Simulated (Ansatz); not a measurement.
# BaS (Fm-3m) in Ansatz: notebook, part 2 of 2

Ansatz 0.2.0. Earlier steps stand in the parts before.

**8. Single point, LDA, 32.58 Å³/atom**

Contents of input.yaml:

```yaml
crystal:
  lattice:
    - [0.0, 3.19375, 3.19375]
    - [3.19375, 0.0, 3.19375]
    - [3.19375, 3.19375, 0.0]
  atoms:
    - { symbol: Ba, position: [0.0, 0.0, 0.0] }
    - { symbol: S, position: [0.5, 0.5, 0.5] }
hamiltonian:
  xc: lda
  pseudopotentials: { kind: paw }
kpoints:
  mp_grid: { grid: [7, 7, 7] }
scf:
  occupations: { method: fermi_dirac, width: 0.05 }
output:
  forces: true
  stress: true
  eigenvalues: true
  write_density: true
  write_potential: true
  elf: true
  volumetric_format: npy
```

Launch:

```sh
$ ansatz run input.yaml --threads 2 --pin off --max-ram 5632MiB --backend cpu --events-out ev --progress --plain --runs-dir out
```

It took 0.51 s on 2 threads of Intel Xeon 6975P-C (Granite Rapids), shared host; peak memory 0.37 GiB.

It converged, with:

```
Free energy            : -6653.4305 eV
Pressure               : -2.5 GPa
Band gap on the k mesh : 2.07 eV, indirect (least direct gap 2.18 eV)
```

Caveat: odd divisions of the mesh miss points on the zone boundary, where band edges often lie, so the gap on the mesh can be too wide; spin-orbit coupling is left out, which moves the levels of the heavy elements; the PAW data sets come from PBE, with cores solved anew for the run's functional, which leaves a small shift of forces and pressure.

**9. Single point, LDA, 33.23 Å³/atom (volume scaled by 1.02)**

Contents of input.yaml:

```yaml
crystal:
  lattice:
    - [0.0, 3.2149012787, 3.2149012787]
    - [3.2149012787, 0.0, 3.2149012787]
    - [3.2149012787, 3.2149012787, 0.0]
  atoms:
    - { symbol: Ba, position: [0.0, 0.0, 0.0] }
    - { symbol: S, position: [0.5, 0.5, 0.5] }
hamiltonian:
  xc: lda
  pseudopotentials: { kind: paw }
kpoints:
  mp_grid: { grid: [7, 7, 7] }
scf:
  occupations: { method: fermi_dirac, width: 0.05 }
output:
  forces: true
  stress: true
  eigenvalues: true
```

Potentials or basis: Ansatz PAW.

Launch:

```sh
$ ansatz run input.yaml --threads 2 --pin off --max-ram 5632MiB --backend cpu --events-out ev --progress --plain --runs-dir out
```

Run time: 0.42 s. Hardware: 2 threads of Intel Xeon 6975P-C (Granite Rapids), shared host; peak memory 0.37 GiB.

Results (log left out):

| Quantity | Value |
| --- | --- |
| Free energy | -6653.4074 eV |
| Pressure | -3.2 GPa |
| Band gap on the k mesh | 2.09 eV, indirect (least direct gap 2.22 eV) |

Caveat: odd divisions of the mesh miss points on the zone boundary, where band edges often lie, so the gap on the mesh can be too wide; spin-orbit coupling is left out, which moves the levels of the heavy elements; the PAW data sets come from PBE, with cores solved anew for the run's functional, which leaves a small shift of forces and pressure.

**10. Single point, LDA, 33.88 Å³/atom (volume scaled by 1.04)**

input.yaml: that of step 9 with these lines changed.

```diff
@@ -2,5 +2,5 @@
   lattice:
-    - [0.0, 3.2149012787, 3.2149012787]
-    - [3.2149012787, 0.0, 3.2149012787]
-    - [3.2149012787, 3.2149012787, 0.0]
+    - [0.0, 3.235777846, 3.235777846]
+    - [3.235777846, 0.0, 3.235777846]
+    - [3.235777846, 3.235777846, 0.0]
   atoms:
```

Launch:

```sh
$ ansatz run input.yaml --threads 2 --pin off --max-ram 5632MiB --backend cpu --events-out ev --progress --plain --runs-dir out
```

It took 0.43 s on 2 threads of Intel Xeon 6975P-C (Granite Rapids), shared host; peak memory 0.36 GiB.

The run converged. Its results:

```
Free energy            : -6653.3785 eV
Pressure               : -3.9 GPa
Band gap on the k mesh : 2.12 eV, indirect (least direct gap 2.26 eV)
```

Caveat: odd divisions of the mesh miss points on the zone boundary, where band edges often lie, so the gap on the mesh can be too wide; spin-orbit coupling is left out, which moves the levels of the heavy elements; the PAW data sets come from PBE, with cores solved anew for the run's functional, which leaves a small shift of forces and pressure.

**11. Single point, LDA, 34.53 Å³/atom (volume scaled by 1.06)**

input.yaml: that of step 10 with these lines changed.

```diff
@@ -2,5 +2,5 @@
   lattice:
-    - [0.0, 3.235777846, 3.235777846]
-    - [3.235777846, 0.0, 3.235777846]
-    - [3.235777846, 3.235777846, 0.0]
+    - [0.0, 3.2563884516, 3.2563884516]
+    - [3.2563884516, 0.0, 3.2563884516]
+    - [3.2563884516, 3.2563884516, 0.0]
   atoms:
```

Launch:

```sh
$ ansatz run input.yaml --threads 2 --pin off --max-ram 5632MiB --backend cpu --events-out ev --progress --plain --runs-dir out
```

Wall time 0.44 s (2 threads of Intel Xeon 6975P-C (Granite Rapids), shared host); peak memory 0.36 GiB.

The run converged. Its results:

```
Free energy            : -6653.3445 eV
Pressure               : -4.5 GPa
Band gap on the k mesh : 2.14 eV, indirect (least direct gap 2.29 eV)
```

Caveat: odd divisions of the mesh miss points on the zone boundary, where band edges often lie, so the gap on the mesh can be too wide; spin-orbit coupling is left out, which moves the levels of the heavy elements; the PAW data sets come from PBE, with cores solved anew for the run's functional, which leaves a small shift of forces and pressure.

**12. Equation of state, LDA**

Potentials or basis: Ansatz PAW.

No new run: the results of the series are fitted here.

What came out:

- Equilibrium volume: 30.83 Å³/atom
- Bulk modulus: 51 GPa
- Pressure derivative of the bulk modulus: 4.5

Energy against volume, from the lowest point:
```tsv
volume (Å³/atom)	energy (meV/atom)
30.622	0.00
31.273	0.75
31.925	5.54
32.576	13.93
33.228	25.52
33.879	39.97
34.531	56.95
```

**13. Overview**

```csv
task,level,cutoff (eV),points for each segment of the path,gap on the mesh (eV),pressure (GPa)
band structure,LDA,420,14,2.07,-2.5
band structure,r2SCAN,500,14,2.61,0.8
band structure,PBE,420,14,2.26,0.8
equation of state,LDA,420,-,-,-
```

Alike in all rows: potentials or basis Ansatz PAW; no spin polarisation; cell as given; k mesh 7 × 7 × 7; smearing fermi-dirac 0.05 eV.

On the cell as given the gap runs from 2.01 eV (LDA) to 2.55 eV (r2SCAN). The pressure there spans -2.5 GPa (LDA) to 0.8 GPa (PBE); a positive pressure means that this level wants a larger cell, a negative one a smaller.

Caveats: the k mesh misses the band edges, so the gap on the mesh is wider than the one along the path (some runs); spin-orbit coupling is left out, which moves the levels of the heavy elements (some runs); the PAW data sets come from PBE, with cores solved anew for the run's functional, which leaves a small shift of forces and pressure (some runs).

Total energies depend on the potentials used, so only differences within one code and one set of settings carry meaning.

**14. Comparison with measurements**

Step 2. A measured gap of BaS is 3.806 eV (indirect; 2 K; a printed reference work, monograph, original work of 1988); the calculated 2.01 eV misses it by -1.80 eV. Spin-orbit coupling on Ba is left out. The value is that of LDA, without temperature or zero-point motion. Semilocal functionals fall short of measured gaps as a rule.

Step 3. Against the measured gap of BaS, 3.806 eV (indirect; 2 K; a printed reference work, monograph, original work of 1988), the calculated 2.55 eV is off by -1.25 eV. Spin-orbit coupling on Ba is left out. The value is that of r2SCAN, without temperature or zero-point motion.

Step 4. Against the measured gap of BaS, 3.806 eV (indirect; 2 K; a printed reference work, monograph, original work of 1988), the calculated 2.21 eV is off by -1.60 eV. Spin-orbit coupling on Ba is left out. The value is that of PBE, without temperature or zero-point motion. Semilocal functionals fall short of measured gaps as a rule.
